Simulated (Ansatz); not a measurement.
# SrCl2: the change of energy above relaxed cell and pressure with volume per atom

Results calculated with Ansatz 0.2.0, not measured. Plane-wave density functional theory, PAW datasets, Gaussian smearing 0.05 eV: one cell in which all forces lie under 0.002 eV/angstrom; stress (xx yy zz yz xz xy) and pressure positive in compression; site moments are of spin alone; formation energy from the elements run alike, uncorrected.

Cell of the first row (space group Fm-3m, No. 225):
```
cell vectors (Å)
   0.0000     3.4548     3.4548
   3.4548     0.0000     3.4548
   3.4548     3.4548     0.0000
atoms (fractions of the cell vectors)
Sr  0.00000  0.00000  0.00000
Cl  0.25000  0.25000  0.25000
Cl  0.75000  0.75000  0.75000
```

Settings of every row: paw set soft_2; functional PBE; spin treatment none; moment partition spheres; spin axis none; wave cutoff 420 eV; k mesh 8x8x8; SCF start atoms; lower state search light; symmetry use detected.

Atom first moment, atom hubbard u: 0 on all atoms.

```csv
row,volume per atom (Å³),energy above relaxed cell (meV per atom),pressure (GPa),formation energy (eV per atom)
1,27.491,10.24,2.161,-2.5311
2,27.928,?,?,?
3,28.509,1.27,0.711,-2.54
4,28.512,1.26,0.708,-2.54
5,28.646,0.73,0.536,-2.5406
6,29.091,0,0.000,-2.5413
7,29.673,1.18,-0.637,-2.5401
8,30.255,4.55,-1.208,-2.5368
9,31.128,13.22,-1.955,-2.5281
10,32,25.64,-2.587,-2.5157
```

Question: what energy above relaxed cell and pressure should row 2 give?

Worked fit of energy above relaxed cell. Take u = (V_r/V)^(2/3) − 1 with V_r = 29.091 Å³ an atom, which is twice the finite (Eulerian) strain; such expansions in the strain, on which the Birch-Murnaghan equation of state is built, carry the rest volume and the bulk modulus. The shown rows have u = 0.03843, 0.01356, 0.01349, 0.01033, 0, -0.01312, -0.02582, -0.04412, -0.06156. Least squares give energy above relaxed cell = 0.001 + 0.12 × u + 6867.3 × u² + 1625 × u³ meV per atom; a parabola predicts inner rows, each left out in turn, worse (root mean square 0.049 against 0.005 meV per atom). The rows lie off it by 0.00, 0.00, 0.00, -0.01, 0.00, 0.00, 0.00, 0.00, 0.00. Its lowest point lies at u = -0.0000, or V = 29.09 Å³ an atom, and the curvature there gives the bulk modulus at fixed shape and fractions, B = (4/9)(1 + u)² E″(u)/V = 33.6 GPa. The withheld row has u = 0.02757, so the fit gives 0.001 + 0.12 × (0.02757) + 6867.3 × (0.02757)² + 1625 × (0.02757)³ = 5.26 meV per atom.

The calculation gave 5.26 meV per atom. The fit meets it to the printed digit.

Worked fit of pressure. Take u = (V_r/V)^(2/3) − 1 with V_r = 29.091 Å³ an atom, which is twice the finite (Eulerian) strain; such expansions in the strain, on which the Birch-Murnaghan equation of state is built, carry the rest volume and the bulk modulus. The shown rows have u = 0.03843, 0.01356, 0.01349, 0.01033, 0, -0.01312, -0.02582, -0.04412, -0.06156. Least squares give pressure = 0 + 50.448 × u + 145.25 × u² + 136.9 × u³ GPa; a parabola predicts inner rows, each left out in turn, worse (root mean square 0.0042 against 0.00056 GPa). The rows lie off it by 0.000, 0.000, 0.001, -0.001, 0.000, 0.000, 0.000, 0.000, 0.000. The pressure vanishes at u = 0.0000, or V = 29.09 Å³ an atom, and there the bulk modulus at fixed shape and fractions is B = −V dP/dV = (2/3)(1 + u) dP/du = 33.6 GPa. The withheld row has u = 0.02757, so the fit gives 0 + 50.448 × (0.02757) + 145.25 × (0.02757)² + 136.9 × (0.02757)³ = 1.504 GPa.

The calculation gave 1.505 GPa. The fit lies 0.001 GPa (0.021 % of the column's range) below it, one unit of the last digit.

The other values of row 2: formation energy -2.536 eV per atom.
